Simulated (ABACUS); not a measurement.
Ti:

```xyz
1
Lattice="-1.6410 1.6410 1.6410 1.6410 -1.6410 1.6410 1.6410 1.6410 -1.6410" Properties=species:S:1:pos:R:3 pbc="T T T"
Ti    0.0000    0.0000    0.0000
```

This isn't the form of Ti at room conditions, which is hcp.

```yaml
Program: ABACUS 3.10.1
Task: relaxation of cell and atoms
Functional: LDA-PW92
Potentials_or_basis: GBRV ultrasoft 1.5 LDA
Cutoff: 544 eV
Density_cutoff: 4354 eV
Basis: plane waves
k_mesh: 9 × 9 × 9
Occupations: fermi-dirac, width 0.05 eV
Spin: no spin polarisation
```

At the start: pressure -10.7 GPa; volume 17.68 Å³/atom.

Q: Where does the relaxation end?

A: Over 6 steps the energy falls by 66.0 meV/atom and the volume is 15.86 Å³/atom (-10.3 %); space group Im-3m (No. 229, to 0.05 Å).

Step by step:
```csv
step,energy change (eV),largest force (eV/Å),pressure (GPa),volume (Å³)
1,0.0000,0.0000,-10.74,17.68
2,-0.0331,0.0000,9.81,14.72
3,-0.0660,0.0000,-0.08,15.86
4,-0.0660,0.0000,0.07,15.85
5,-0.0660,0.0000,-0.10,15.87
6,-0.0660,0.0000,-0.02,15.86
```

Final structure:
```cif
data_structure
_symmetry_space_group_name_H-M 'P 1'
_symmetry_Int_Tables_number 1
_cell_length_a 2.7413
_cell_length_b 2.7413
_cell_length_c 2.7413
_cell_angle_alpha 109.471
_cell_angle_beta 109.471
_cell_angle_gamma 109.471
_cell_volume 15.86
loop_
_atom_site_label
_atom_site_type_symbol
_atom_site_fract_x
_atom_site_fract_y
_atom_site_fract_z
_atom_site_occupancy
Ti1 Ti 0.00000 0.00000 0.00000 1
```

Caveat: the volume moved by -10 % from the deposited cell, more than functionals usually miss.
